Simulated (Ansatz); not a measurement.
# Cr under changes of volume

One of the cells (13.784 Å³/atom); the others are scaled copies at fixed shape and fractional positions:

```
Cr
1.0
     2.69578    0.00000    0.00000
    -1.34789    2.33462    0.00000
     0.00000    0.00000    4.38040
Cr
2
Cartesian
  1.3479 0.7782 3.2853
  0.0000 1.5564 1.0951
```

This isn't the form of Cr at room conditions, which is bcc.

| Property | Result |
| --- | --- |
| Program | Ansatz 0.2.0 |
| Functional | PBEsol |
| Potentials or basis | Ansatz PAW |
| Cutoff | 420 eV (not typed: the program's choice for these potentials) |
| k mesh | 11 × 11 × 6 |
| Occupations | fermi-dirac, width 0.05 eV |
| Spin | collinear spin, ferromagnetic start |
| Starting moments | [3.0, 3.0] μB |

```tsv
volume (Å³/atom)	energy over the lowest point (meV/atom)	pressure (GPa)	moment (μB per cell)
13.222	0.00	-26.7	0.75
13.503	48.09	-28.6	1.24
13.784	?	?	?
14.066	154.12	-32.1	1.64
14.347	210.02	-30.8	2.04
```

**Question.** What does the run at 13.784 Å³/atom give?

**Answer.** Energy over the lowest point 99.37 meV/atom; pressure -30.4 GPa; moment 1.48 μB per cell.

Worked out: A Birch-Murnaghan fit of order 2 (a polynomial in V^(-2/3)) to the other rows has no minimum within the range. It gives 99.70 meV/atom at 13.784 Å³/atom, against the run's 99.37, and -dE/dV = -30.1 GPa, against -30.4. A parabola through the other rows of the moment, of slope 1.06 μB per Å³/atom there, gives 1.45 μB, against the run's 1.48.

Energies are extrapolated to zero smearing.

Caveats: the PAW data sets come from PBE, with cores solved anew for the run's functional, which leaves a small shift of forces and pressure.
